Squeezing a crystal makes neighbouring orbitals overlap more. Overlap broadens bands, and broader bands should leave a narrower gap between them, so compression ought to close the gap of BaTiO₃ and stretching ought to open it. The PBE calculation for the cubic crystal gives the opposite. The gap falls at every step of the expansion, from 2.009 eV in the smallest cell to 1.577 eV in the largest.

Cubic BaTiO₃ (Pm-3m, relaxed a = 4.019 Å) and single points at scaled volumes of the relaxed cell, computed with Ansatz 0.2.0: PBE, plane-wave PAW, scalar-relativistic, no spin polarisation. Cutoff 420 eV, Γ-centred 8×8×8 k mesh, Gaussian smearing 0.02 eV. Energies count from the minimum of a third-order Birch-Murnaghan fit; positive pressure means compression.

| volume per atom (Å³/atom) | energy over minimum (meV/atom) | pressure (GPa) | band gap on mesh (eV) |
| --- | --- | --- | --- |
| 11.427 | 120.1 | 27.75 | 2.009 |
| 11.817 | 63.6 | 19.00 | 1.984 |
| 12.207 | 26.6 | 11.59 | 1.916 |
| 12.596 | 6.3 | 5.32 | 1.849 |
| 12.986 | 0.0 | 0.00 | 1.784 |
| 13.375 | 5.6 | -4.51 | 1.720 |
| 13.765 | 21.3 | -8.32 | 1.658 |
| 14.284 | 55.4 | -12.51 | 1.577 |

### Two steps that look irregular

The first and the last step stand out. The last one lowers the gap by 81 meV, clearly more than the 62 meV of the step before, but it also spans a wider interval of volume. A fair comparison divides each change by the change in ln V, where V is the volume per atom, because ln V measures relative expansion. On that scale the last step joins the others at about −2.2 eV, whereas the first reaches only −0.7 eV and remains a true exception.

### Why stretching narrows the gap

In all eight cells the lowest empty states on the k mesh lie at Γ, the point of the Brillouin zone where the electron wave has the same phase in every cell. They are expected to be Ti 3d orbitals of the t₂g kind. Each is even under inversion through the Ti atom, while the O 2p orbitals on opposite sides of Ti, being copies of each other in neighbouring cells, form an odd combination. The overlap on one side therefore cancels that on the other, and a shorter Ti–O bond does not push this band edge up through mixing with O 2p.

The highest filled states on the mesh lie at R in all seven cells from 11.817 Å³ an atom upward. A band edge that falls between mesh points would be missed. At R the wave changes sign from each cell to the next along all three axes, and some O 2p combinations can now mix with Ti 3d. Those that do are pushed down by the empty d states above them. The combination left on top should be one that has no Ti 3d partner, so that both edges of the gap keep nearly pure characters, oxygen below and titanium above.

The gap should then follow mainly the energy difference between an electron on oxygen and one on titanium. In an ionic crystal the surrounding charges stabilise the electron on O²⁻ and destabilise it on Ti⁴⁺. Moving the ions apart weakens both effects and brings the two levels together. This argument gives the computed direction of the trend, although the table alone does not single out electrostatics as the cause.

The size shows how far the crystal is from rigid ions. With full formal charges the electrostatic difference would be roughly 70 eV, a recalled figure, and would fall in inverse proportion to the cell edge. One percent more volume lengthens the edge by a third of a percent and should cost about 0.2 eV, yet the computed gap changes by only 0.02 eV. Several things can cancel most of the bare effect: electrons shared between Ti and O reduce the real charges, the electron cloud readjusts as the ions move, and direct overlap between neighbouring oxygens, which should push the top filled state up on compression, works in the opposite direction. The calculation does not separate their shares.

### A simple law and the row that breaks it

If equal relative expansions bring the two band edges together by equal amounts, the gap obeys

gap = E₀ + D ln(V/V₀)

Here V₀ is the equilibrium volume, E₀ the gap at that volume and D the deformation potential. The law was fitted to the seven rows from 11.817 Å³ upward, all of which have the valence top at R, and follows them to within about 1.5 meV, with D = −2.147 eV. A form that varies as the inverse cell edge, as the rigid-ion potential would, does slightly worse, because its slope on the ln V scale would weaken on stretching, while the computed one grows slightly.

The most compressed row was kept out of the fit, since its highest filled state lies at Γ and no longer at R. The law tells what the gap would be there if R were still on top:

ln(11.427/12.986) = −0.128

gap = 1.783 + 2.147 × 0.128 = 2.058 eV

The calculation gives 2.009 eV. If the law still holds for the R state at this volume, that state has sunk about 0.05 eV below the one at Γ. The small first step is thus an exchange of order between two filled states, and the gap is now measured from a different one.

The state at Γ must respond to volume much more weakly relative to the conduction edge. Between 11.817 and 11.427 Å³ the smallest direct gap, in which the electron keeps its k point, grows by only 19 meV. It lies at Γ in the smaller cell, and the gap at Γ in the larger cell cannot be below the smallest direct gap there, so 19 meV is an upper limit for Γ. A likely reason, untested here, is that O 2p at Γ can mix with the filled Ba 5p and Ti 3p shells below it. Compression strengthens this mixing and pushes the O 2p state up after the conduction edge, whereas the expected top state at R has no such partner.

### Why energy and pressure show no kink

The total energy depends on which states are filled, and both valence states are full before and after they change places. Energy and pressure therefore run smoothly through the irregular row. A Birch-Murnaghan curve fitted to the energies of all rows reproduces the separately computed pressures to about 0.02 GPa. The kink in the gap cannot be a structural transition in any case, since every cell is held at cubic symmetry.

What the energy does show is a crystal that softens as it expands. A volume 6 % below equilibrium costs 26.6 meV an atom, one 6 % above it only 21.3 meV. The short-range repulsion between filled shells rises steeply when the ions are pushed together and fades when they are pulled apart, so the same relative change of volume takes less and less pressure.

This matters when the gap is plotted against pressure. From the second step to the last, the gap change per pressure rises from 9.2 to 19.3 meV/GPa, while the mean bulk modulus falls from 228 to 113 GPa. The electronic response to volume has hardly changed; each gigapascal simply moves the ions further. The full comparison is printed in the output below.

### What carries over to real BaTiO₃

PBE places the equilibrium gap at 1.784 eV, against a measured size of roughly 3 eV (recalled), so the values are too small; the changes with volume are expected to be more reliable, but that is not tested here. The calculation also leaves out thermal and zero-point motion and holds Ti at the centre of its oxygen cage. Relaxing the scaled cells within this symmetry would change nothing, because it leaves no shape or atomic position free. Near equilibrium Ti is expected to move off centre in the static crystal, more strongly when stretched and less or not at all under strong compression (none of this is computed here), and the lost inversion symmetry would let Ti 3d and O 2p mix at Γ. That mixing tends to widen the gap, so the fall on the stretched side belongs to the centred structure.

For a uniformly strained cubic cell between 11.817 and 14.284 Å³ an atom, the practical rule is to convert pressure into volume first and then lower the gap by about 21 meV for each percent of expansion. Before the rule is carried to stronger compression, the k points of both band edges should be checked.

Output of the analysis:

```
Step that ends at each row:
     row  gap change in meV  gap change per ln V in eV  mean bulk modulus in GPa  gap change per pressure in meV/GPa
  11.817                -25                    -0.7449                     260.7                               2.857
  12.207                -68                     -2.094                     228.2                               9.177
  12.596                -67                     -2.136                     199.9                               10.69
  12.986                -65                     -2.132                     174.5                               12.22
  13.375                -64                     -2.168                     152.8                               14.19
  13.765                -62                     -2.157                     132.6                               16.27
  14.284                -81                     -2.189                     113.2                               19.33
fit of band_gap_on_mesh on 7 rows (volume > 11.6): constant 1.783 +/- 0.00041, coefficient of lnv -2.147 +/- 0.0066; rms 0.000913, worst 11.817 0.00144, leave-one-out rms 0.00155
  rows outside the fit (model, value, miss): 11.427 2.058, 2.009, 0.0485
fit of band_gap_on_mesh on 7 rows (volume > 11.6): constant -4.658 +/- 0.047, coefficient of inva 6.44 +/- 0.046; rms 0.00215, worst 11.817 0.00322, leave-one-out rms 0.00362
  rows outside the fit (model, value, miss): 11.427 2.062, 2.009, 0.053
Total fall of the gap over the scan in eV: 0.432
Gap change for one percent more volume in meV: -21.47
Estimated depth of R below Gamma in the valence band at 11.427 in meV: 48.5
Rise of the smallest direct gap from 11.817 to 11.427 in meV: 19.19
Gap change per pressure at equilibrium from slope and B0 in meV/GPa: 13.19
Formal-charge slope over fitted slope (order of magnitude): 10.87
Largest difference of Birch-Murnaghan pressure and computed stress in GPa: 0.02302
```
